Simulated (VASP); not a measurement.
# A VASP 6.6.1 single-point calculation on C

INCAR

```
IBRION = -1
LREAL = .FALSE.
NSW = 0
METAGGA = R2SCAN
SIGMA = 0.01
EDIFF = 1E-7
ISIF = 2
NBANDS = 11
LASPH = .TRUE.
ISMEAR = 0
ALGO = Normal
NELM = 120
ENCUT = 700
PREC = Accurate
LWAVE = .FALSE.
LCHARG = .FALSE.
```

KPOINTS

```
KPOINTS created by Atomic Simulation Environment
0
Gamma
12 12 12
0 0 0
```

POSCAR

```
C
 1.0000000000000000
     0.0000000000000000    1.7089191768000001    1.7961065759999999
     1.7089191768000001    0.0000000000000000    1.7961065759999999
     1.7089191768000001    1.7089191768000001    0.0000000000000000
 C
   2
Cartesian
  0.0000000000000000  0.0000000000000000  0.0000000000000000
  0.8544595884000000  0.8544595884000000  0.8980532879999997
```

The recommended PBE PAW datasets give the neutral cell 8 valence electrons.

Command

```
mpirun -np 1 vasp_std
```

OSZICAR

```
N       E                     dE             d eps       ncg     rms          rms(c)
DAV:   1     0.321511274199E+01    0.32151E+01   -0.60387E+03  3602   0.944E+02
DAV:   2    -0.214023009160E+02   -0.24617E+02   -0.23647E+02  4680   0.149E+02
DAV:   3    -0.219063722283E+02   -0.50407E+00   -0.50274E+00  4298   0.167E+01
DAV:   4    -0.219071334289E+02   -0.76120E-03   -0.76118E-03  3801   0.766E-01
DAV:   5    -0.219071341920E+02   -0.76313E-06   -0.76311E-06  4205   0.242E-02    0.565E+00
DAV:   6    -0.196364887913E+02    0.22706E+01   -0.30540E-01  3782   0.416E+00    0.420E+00
DAV:   7    -0.195179283689E+02    0.11856E+00   -0.29448E-01  3661   0.398E+00    0.927E-01
DAV:   8    -0.195193097959E+02   -0.13814E-02   -0.49553E-03  4138   0.635E-01    0.467E-01
DAV:   9    -0.195196759426E+02   -0.36615E-03   -0.17149E-04  3770   0.156E-01    0.140E-02
DAV:  10    -0.195196776109E+02   -0.16682E-05   -0.36090E-06  4172   0.152E-02    0.113E-02
DAV:  11    -0.195196787029E+02   -0.10921E-05   -0.85057E-07  3916   0.862E-03    0.828E-04
DAV:  12    -0.195196786263E+02    0.76604E-07   -0.81787E-09  2006   0.752E-04
   1 F= -.19519679E+02 E0= -.19519679E+02  d E =0.000000E+00
```

From OUTCAR

```
k-points           NKPTS =    163   k-points in BZ     NKDIM =    163   number of bands    NBANDS=     11

   NELECT =       8.0000    total number of electrons

   dimension x,y,z NGX =    24 NGY =   24 NGZ =   24
   dimension x,y,z NGXF=    48 NGYF=   48 NGZF=   48

  energy-cutoff  :      700.00
  volume of cell :       10.49
      direct lattice vectors                 reciprocal lattice vectors
     0.000000000  1.708919177  1.796106576    -0.292582591  0.292582591  0.278379917
     1.708919177  0.000000000  1.796106576     0.292582591 -0.292582591  0.278379917
     1.708919177  1.708919177  0.000000000     0.292582591  0.292582591 -0.278379917

 k-points in reciprocal lattice and weights: KPOINTS created by Atomic Simulation Env
   0.00000000  0.00000000  0.00000000       0.001
   0.08333333 -0.00000000  0.00000000       0.005
   0.16666667  0.00000000  0.00000000       0.005
   0.25000000  0.00000000  0.00000000       0.005
   0.33333333 -0.00000000  0.00000000       0.005
   0.41666667 -0.00000000  0.00000000       0.005
   0.50000000  0.00000000  0.00000000       0.002
   0.08333333  0.08333333  0.00000000       0.001
   ...

 E-fermi :  11.4153

 k-point     1 :       0.0000    0.0000    0.0000
  band No.  band energies     occupation
      1     -12.9223      2.00000
      2      10.2968      2.00000
      3      11.1743      2.00000
      4      11.1743      2.00000
      5      16.7310      0.00000
      6      16.7310      0.00000
      7      17.4206      0.00000
      8      26.5688      0.00000
      9      32.4255      0.00000
     10      37.4452      0.00000
     11      38.8346      0.00000

 k-point     2 :       0.0833   -0.0000    0.0000
  band No.  band energies     occupation
      1     -12.7104      2.00000
      2       9.3440      2.00000
      3      10.3434      2.00000
      4      10.8127      2.00000
      5      17.2378      0.00000
      6      17.3191      0.00000
      7      18.1621      0.00000
      8      26.7114      0.00000
      9      32.7751      0.00000
     10      35.5784      0.00000
     11      38.0547      0.00000

 k-point     3 :       0.1667    0.0000    0.0000
  band No.  band energies     occupation
      1     -12.0770      2.00000
      2       6.6262      2.00000
      3       9.3761      2.00000
      4      10.0512      2.00000
      5      18.2556      0.00000
      6      18.3443      0.00000
      7      19.5371      0.00000
      8      27.1120      0.00000
      9      33.3887      0.00000
     10      34.3702      0.00000
     11      36.0442      0.00000

 k-point     4 :       0.2500    0.0000    0.0000
  band No.  band energies     occupation
      1     -11.0306      2.00000
      2       3.4873      2.00000
      3       8.4778      2.00000
      4       9.2896      2.00000
      5      18.9503      0.00000
      6      19.4121      0.00000
      7      20.6341      0.00000
      8      27.6513      0.00000
      9      33.5288      0.00000
     10      34.7836      0.00000
     11      35.3183      0.00000

 k-point     5 :       0.3333   -0.0000    0.0000
  band No.  band energies     occupation
      1      -9.5927      2.00000
      2       0.4062      2.00000
      3       7.7686      2.00000
      4       8.6985      2.00000
      5      19.2371      0.00000
      6      20.0613      0.00000
      7      21.2992      0.00000
      8      28.1059      0.00000
      9      33.9882      0.00000
     10      36.0255      0.00000
     11      36.1054      0.00000

 ...

  Total        3.7013268      3.7013268      0.0250824      0.0000000      0.0000000      0.0000000
  in kB      565.2790284    565.2790284      3.8306751      0.0000000      0.0000000      0.0000000
  external PRESSURE =     378.1295773 kB  Pullay stress =       0.0000000 kB

 POSITION                                       TOTAL-FORCE (eV/Angst)
 -----------------------------------------------------------------------------------
      0.00000      0.00000      0.00000         0.000000      0.000000      0.000000
      0.85446      0.85446      0.89805         0.000000      0.000000     -0.000000
 -----------------------------------------------------------------------------------
    total drift:                               -0.000000      0.000000      0.000000

  FREE ENERGIE OF THE ION-ELECTRON SYSTEM (eV)
  ---------------------------------------------------
  free  energy   TOTEN  =       -19.5196786263 eV

  energy  without entropy=      -19.5196786263  energy(sigma->0) =      -19.51967863
```

It converged. Results: gap between bands v and c on the k mesh 3.84 eV; least direct gap on the k mesh 5.56 eV; pressure 37.8 GPa. Band v is the last that the valence electrons fill when counted band by band, and c is the next.

For comparison, a separate r²SCAN run of the intended cell, on usual settings and not on those above, gives a gap of 3.84 eV on its mesh and a pressure of 38.9 GPa.

The run above took about 66 s on one core of a shared host (Intel Xeon Platinum 8488C) and held 0.15 GiB at most.
